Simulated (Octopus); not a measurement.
# Nb (Im-3m) in Octopus: convergence with k mesh

Aim: find how far k mesh must go before the results for Nb settle, at BLYP+D3. This setting moves, with any that are tied to it; all else stays.

Program: Octopus 16.4. These are calculated values, not measurements. Logs are shortened: lines on timing, memory, paths and dates and some standing lists are left out, and cuts for length are marked.

### 1 The structure

It takes space group Im-3m (No. 229, cubic). Conventional cell: a = 3.328 Å, b = 3.328 Å, c = 3.328 Å, α = 90.00°, β = 90.00°, γ = 90.00°. Nb (site symmetry m-3m) has 8 Nb at 2.88 Å as nearest neighbours.

### 2 With k mesh 2 × 2 × 2

The input, inp:

```
CalculationMode = gs
UnitsOutput = eV_Angstrom
PeriodicDimensions = 3
ExperimentalFeatures = yes
PseudopotentialSet = hgh_lda_sc
%LatticeParameters
 1*angstrom | 1*angstrom | 1*angstrom
%
%LatticeVectors
 -1.66395 | 1.66395 | 1.66395
 1.66395 | -1.66395 | 1.66395
 1.66395 | 1.66395 | -1.66395
%
%ReducedCoordinates
 "Nb" | 0 | 0 | 0
%
%Spacing
 0.18012787*angstrom | 0.18012787*angstrom | 0.18012787*angstrom
%
DerivativesOrder = 8
%KPointsGrid
 2 | 2 | 2
%
KPointsUseSymmetries = yes
XCFunctional = gga_x_b88 + gga_c_lyp
VDWCorrection = vdw_d3_zero_damping
VDWD3Functional = "b-lyp"
SpinComponents = polarized
KPointsUseTimeReversal = no
GuessMagnetDensity = paramagnetic
SmearingFunction = fermi_dirac
Smearing = 0.1*eV
ExtraStates = 7
Eigensolver = chebyshev_filter
ConvRelDens = 1e-6
MaximumIter = 120
%Output
 density | cube
 elf | cube
 potential | cube
%
```

Potentials or basis: hgh_lda_sc (LDA, semicore).

Command:

```
OMP_NUM_THREADS=1 octopus > out.log
```

out.log:

```text
Running octopus

Version                : 16.4
Optional libraries     :

************************** Calculation Mode **************************
Input: [CalculationMode = gs]
**********************************************************************

Input: [SpinComponents = polarized]

******************************* Space ********************************
Octopus will run in 3 dimension(s).
Octopus will treat the system as periodic in 3 dimension(s).
**********************************************************************

Input: [AllElectronType = no]
Input: [PseudopotentialSet = hgh_lda_sc]
Reading Coordinates from ReducedCoordinates block

****************************** Species *******************************
  Species 'Nb'
    type             : pseudopotential
    file             : 'Nb_sc.hgh'
    file format      : HGH
    valence charge   : 13.0
    atomic number    :  41
    form on file     : kleinman-bylander
    lmax             : 2
    llocal           : -1
    projectors per l : 3
    total projectors : 9
    application form : kleinman-bylander
    orbitals         : 10
    bound orbitals   : 10

**********************************************************************

***************************** Symmetries *****************************
Space group No.  229
International: Im-3m
Schoenflies: Oh^9
Info: The system has    48 symmorphic symmetries that can be used.
  Index                Rotation matrix                      Fractional translations
    1 :     1   0   0     0   1   0     0   0   1      0.000000    0.000000    0.000000
    2 :    -1   0   0     0  -1   0     0   0  -1      0.000000    0.000000    0.000000
    3 :     0   0  -1     1   1   1     0  -1   0      0.000000    0.000000    0.000000
    4 :     0   0   1    -1  -1  -1     0   1   0      0.000000    0.000000    0.000000
    5 :     0   1   0     1   0   0    -1  -1  -1      0.000000    0.000000    0.000000
    6 :     0  -1   0    -1   0   0     1   1   1      0.000000    0.000000    0.000000
[... 40 lines left out ...]
   47 :     0   0  -1    -1   0   0     1   1   1      0.000000    0.000000    0.000000
   48 :     0   0   1     1   0   0    -1  -1  -1      0.000000    0.000000    0.000000
Info: The system also has     0 nonsymmorphic symmetries (not used for electrons).
**********************************************************************

Input: [CurvMethod = curv_affine]
Input: [DerivativesStencil = stencil_stargeneral]

[... 250 lines left out ...]
     14       1    up       39.789599    0.000000   ( 5.6E-02)
     14       1    dn       42.375994    0.000000   ( 1.3E-01)

Density of states:

--------------------%%---------------------------------%--------------
%-------------------%%--------------------%-----%------%--------------
%-------------------%%--------------------%-----%------%--------------
%------------------%%%--------------------%-%--%%%-%---%--------------
%------------------%%%--------------------%-%--%%%-%---%--------------
%------------------%%%--------------------%-%--%%%-%---%--------------
%------------------%%%--------------------%-%--%%%-%---%-----%--------
%------------------%%%--------------------%-%-%%%%%%-%-%%-%-%%--%%----
%------------------%%%--------------------%-%-%%%%%%-%-%%-%-%%--%%----
%------------------%%%------------------%-%-%-%%%%%%-%-%%-%-%%-%%%-%-%
                                               ^

Fermi energy =    16.616260 eV
Total Magnetic Moment:
 mz =   0.007054
Local Magnetic Moments (sphere radius [A] =   1.441):
 Ion                    mz
   1        Nb       0.004618
[... 292 lines left out ...]
*********************** SCF CYCLE ITER #   19 ************************
 etot  = -1.55803011E+03 abs_ev   =  2.80E-07 rel_ev   =  2.43E-09
 ediff =        1.49E-07 abs_dens =  9.73E-07 rel_dens =  7.48E-08
Matrix vector products: 150
Converged eigenvectors: 60

#  State  KPoint  Spin  Eigenvalue [eV]  Occupation    Error
      1       1    up      -39.997700    1.000000   ( 6.8E-08)
      1       1    dn      -39.997698    1.000000   ( 3.5E-08)
      1       2    up      -39.778015    1.000000   ( 6.3E-08)
      1       2    dn      -39.778014    1.000000   ( 2.7E-08)
      1       3    up      -39.623434    1.000000   ( 6.4E-08)
      1       3    dn      -39.623433    1.000000   ( 3.4E-08)
      2       2    up      -16.912287    1.000000   ( 7.9E-08)
      2       2    dn      -16.912286    1.000000   ( 3.2E-08)
[... 23 lines left out ...]
     13       3    up       32.378576    0.000000   ( 2.9E-04)
     13       3    dn       32.378596    0.000000   ( 3.6E-04)
     14       3    dn       34.819935    0.000000   ( 3.9E-03)
     14       3    up       34.824467    0.000000   ( 1.5E-02)
     14       2    dn       36.033000    0.000000   ( 6.1E-04)
     14       2    up       36.033099    0.000000   ( 2.4E-03)
     14       1    up       39.383030    0.000000   ( 1.1E-03)
     14       1    dn       39.383071    0.000000   ( 7.0E-04)

Density of states:

---------------------%------------------------------------------------
---------------------%----------------------------%-------------------
---------------------%----------------------------%-------------------
---------------------%----------------------------%-------------------
--------------------%%----------------------------%-%-----------------
%-------------------%%----------------------%-----%-%-----------------
%-------------------%%----------------------%-%--%%-%----%%---%---%---
%-------------------%%----------------------%-%--%%-%----%%---%---%---
%-------------------%%----------------------%-%%-%%-%--%-%%-%-%---%---
%-------------------%%--------------------%-%-%%-%%-%--%-%%-%-%%-%%--%
                                                 ^

Fermi energy =    16.438181 eV
Total Magnetic Moment:
 mz =   0.000010
Local Magnetic Moments (sphere radius [A] =   1.441):
 Ion                    mz
   1        Nb       0.000005

**********************************************************************

Info: SCF converged in   19 iterations

** Warning:
**   Some of the states are not fully converged!

Info: Number of matrix-vector products:       2850
Info: Writing output to static/

Info: Finished writing information to 'restart/gs'.

Octopus emitted 46 warnings.

Octopus used 2 experimental features:

  Since you used one or more experimental features, results are likely
  wrong and should not  be considered as valid scientific data.  Check

  or contact the octopus developers for details.
```

Wall time 14 s (1 thread of Arm Neoverse V1, shared host); peak memory 0.09 GiB.

What came out:

* Free energy: -1558.1259 eV
* Band gap on the k mesh: none (metal or under the smearing width)
* Net moment: 0.00 μB per cell

### 3 With k mesh 3 × 3 × 3

Changes to inp since step 2:

```diff
@@ -21,3 +21,3 @@
 %KPointsGrid
- 2 | 2 | 2
+ 3 | 3 | 3
 %
@@ -36,6 +36 @@
 MaximumIter = 120
-%Output
- density | cube
- elf | cube
- potential | cube
-%
```

Potentials or basis: hgh_lda_sc (LDA, semicore).

Command:

```
OMP_NUM_THREADS=1 octopus > out.log
```

Run time: 14 s. Hardware: 1 thread of Arm Neoverse V1, shared host; peak memory 0.1 GiB.

Results:

```yaml
Free_energy: -1557.1479 eV
Band_gap_on_the_k_mesh: none (metal or under the smearing width)
Net_moment: 0.00 μB per cell
```

### 4 With k mesh 5 × 5 × 5

Changes to inp since step 3:

```diff
@@ -21,3 +21,3 @@
 %KPointsGrid
- 3 | 3 | 3
+ 5 | 5 | 5
 %
```

Command:

```
OMP_NUM_THREADS=1 octopus > out.log
```

Run time: 31 s. Hardware: 1 thread of Arm Neoverse V1, shared host; peak memory 0.17 GiB.

Results:

```
Free energy            : -1556.9945 eV
Band gap on the k mesh : none (metal or under the smearing width)
Net moment             : 0.00 μB per cell
```

### 5 With k mesh 7 × 7 × 7

Changes to inp since step 4:

```diff
@@ -21,3 +21,3 @@
 %KPointsGrid
- 5 | 5 | 5
+ 7 | 7 | 7
 %
@@ -36 +36,6 @@
 MaximumIter = 120
+%Output
+ density | cube
+ elf | cube
+ potential | cube
+%
```

Command:

```
OMP_NUM_THREADS=1 octopus > out.log
```

Run time: 59 s. Hardware: 1 thread of Arm Neoverse V1, shared host; peak memory 0.28 GiB.

It converged, with:

```yaml
Free_energy: -1557.0172 eV
Band_gap_on_the_k_mesh: none (metal or under the smearing width)
Net_moment: 0.00 μB per cell
```

### 6 With k mesh 8 × 8 × 8

Changes to inp since step 5:

```diff
@@ -21,3 +21,3 @@
 %KPointsGrid
- 7 | 7 | 7
+ 8 | 8 | 8
 %
```

Potentials or basis: hgh_lda_sc (LDA, semicore).

Command:

```
OMP_NUM_THREADS=1 octopus > out.log
```

Wall time 91 s (1 thread of Arm Neoverse V1, shared host); peak memory 0.38 GiB.

It converged, with:

| Item | Value |
| --- | --- |
| Free energy | -1557.0482 eV |
| Band gap on the k mesh | none (metal or under the smearing width) |
| Net moment | 0.00 μB per cell |

### 7 With k mesh 10 × 10 × 10

Changes to inp since step 6:

```diff
@@ -21,3 +21,3 @@
 %KPointsGrid
- 8 | 8 | 8
+ 10 | 10 | 10
 %
```

Command:

```
OMP_NUM_THREADS=1 octopus > out.log
```

Run time: 2.4 min. Hardware: 1 thread of Arm Neoverse V1, shared host; peak memory 0.58 GiB.

The run converged. Its results:

```yaml
Free_energy: -1557.0124 eV
Band_gap_on_the_k_mesh: none (metal or under the smearing width)
Net_moment: 0.00 μB per cell
```

### 8 With k mesh 12 × 12 × 12

Changes to inp since step 7:

```diff
@@ -21,3 +21,3 @@
 %KPointsGrid
- 10 | 10 | 10
+ 12 | 12 | 12
 %
```

Command:

```
OMP_NUM_THREADS=1 octopus > out.log
```

Run time: 3.8 min. Hardware: 1 thread of Arm Neoverse V1, shared host; peak memory 0.86 GiB.

The run converged. Its results:

```
Free energy            : -1557.0359 eV
Band gap on the k mesh : none (metal or under the smearing width)
Net moment             : 0.00 μB per cell
```

### 9 Summary

```
      k mesh  energy less the tightest run, at zero smearing (meV/atom)  SCF cycles  CPU time (s)  peak memory (GiB)
   2 × 2 × 2                                                   -1064.90          19            14               0.09
   3 × 3 × 3                                                    -100.57          12            14                0.1
   5 × 5 × 5                                                      48.53          12            31               0.17
   7 × 7 × 7                                                      30.01          12            59               0.28
   8 × 8 × 8                                                     -11.22          12            91               0.38
10 × 10 × 10                                                      30.52          12           150               0.58
12 × 12 × 12                                                       0.00          12           230               0.86
```

Not settled before the last step: the energy (to 1 meV/atom). Meshes of other sizes hit other points, so gaps and Fermi surfaces needn't settle smoothly. The tightest run that finished is the yardstick and may itself not be fully converged.

Caveats: this is an older set of potentials, less accurate than current ones.
